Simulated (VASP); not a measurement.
Wanted: the native input for a VASP 6.6.1 run.

```
Task                   : single point
Functional             : PBEsol
Potentials or basis    : VASP PAW PBE potentials, release 64 (W_sv, S)
Cutoff                 : 520 eV
k mesh                 : 6 × 6 × 6
Occupations            : gaussian, width 0.05 eV
Spin                   : non-collinear spin, random start
Starting moments       : [[-0.009, 0.003, -0.001], [0.0, 0.0, 0.0], [-0.0, -0.0, 0.0]] μB
Further INCAR settings : ALGO = Normal; EDIFF = 1e-06
```

The structure of WS2 lies in POSCAR:

```
WS2
1.0
    0.0000000000      3.0079352200      3.0079352200
    3.0079352200      0.0000000000      3.0079352200
    3.0079352200      3.0079352200      0.0000000000
W S
1 2
Direct
    0.0000000000      0.0000000000      0.0000000000
    0.2500000000      0.2500000000      0.2500000000
    0.7500000000      0.7500000000      0.7500000000
```

Measurements of this composition are mostly on another form, of space group No. 194.

These files were run (other wordings do the same):

INCAR

```
SYSTEM = WS2
ALGO = Normal
EDIFF = 1E-6
ENCUT = 520
GGA = PS
ISIF = 2
ISMEAR = 0
LASPH = .True.
LCHARG = .False.
LMAXMIX = 4
LNONCOLLINEAR = .True.
LORBIT = 11
LREAL = .False.
LWAVE = .False.
MAGMOM = -0.009 0.003 -0.001 0 0 0 0 0 0
NELM = 60
PREC = Accurate
SIGMA = 0.05
```

KPOINTS

```
k-points
0
Gamma
  6 6 6
  0 0 0
```

Potentials or basis: VASP PAW PBE potentials, release 64 (W_sv, S).

Run with:

```console
$ cat potpaw_PBE.64/W_sv/POTCAR potpaw_PBE.64/S/POTCAR > POTCAR
$ mpirun -np 1 vasp_ncl > vasp.out
```

It gave:

```
Pressure                                              : -14.2 GPa
Band gap on the k mesh                                : none (metal or under the smearing width)
Net moment                                            : 0.00 μB per cell
Valence electrons inside the program's atomic spheres : W 11.74; S 3.62
```

Caveat: the PAW data sets were made with another functional, which shifts forces and pressure a little.

Run time: 15 min on 1 thread of Intel(R) Xeon(R) Platinum 8488C (Sapphire Rapids), with other jobs on the host, peak memory 0.48 GiB.
